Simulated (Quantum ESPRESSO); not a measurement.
A run of Quantum ESPRESSO 7.5:

The input pw.in:

```
&CONTROL
  calculation = 'scf'
  prefix = 'pwscf'
  outdir = './tmp'
  pseudo_dir = './pseudo'
  tprnfor = .true.
  tstress = .true.
  disk_io = 'nowf'
/
&SYSTEM
  ibrav = 0
  nat = 2
  ntyp = 2
  ecutwfc = 70
  nbnd = 16
  occupations = 'smearing'
  smearing = 'fd'
  degauss = 0.00367493
/
&ELECTRONS
  conv_thr = 4d-10
  electron_maxstep = 120
  mixing_beta = 0.5
/
ATOMIC_SPECIES
Sn   118.7100 Sn_ONCV_PBE-1.2.upf
Se    78.9710 Se_ONCV_PBE-1.2.upf
CELL_PARAMETERS angstrom
   0.0000000000    3.0100000000    3.0100000000
   3.0100000000    0.0000000000    3.0100000000
   3.0100000000    3.0100000000    0.0000000000
ATOMIC_POSITIONS crystal
Sn     0.0000000000    0.0000000000    0.0000000000
Se     0.5000000000    0.5000000000    0.5000000000
K_POINTS automatic
5 5 5 0 0 0
```

Potentials or basis: SG15 PBE 1.2.

Command:

```bash
$ OMP_NUM_THREADS=1 mpirun -n 2 pw.x -nk 2 -in pw.in > pw.out
```

Hardware: 2 MPI ranks on Arm Neoverse V1, on a shared host.

Question: How long does it take, and how much memory?

Answer: Wall time 6.7 s on 2 MPI ranks on Arm Neoverse V1, on a shared host, peak memory 0.14 GiB a rank. Counts: scf iterations 8, k pools 2, bands 16, k points 10, g dense 29123.
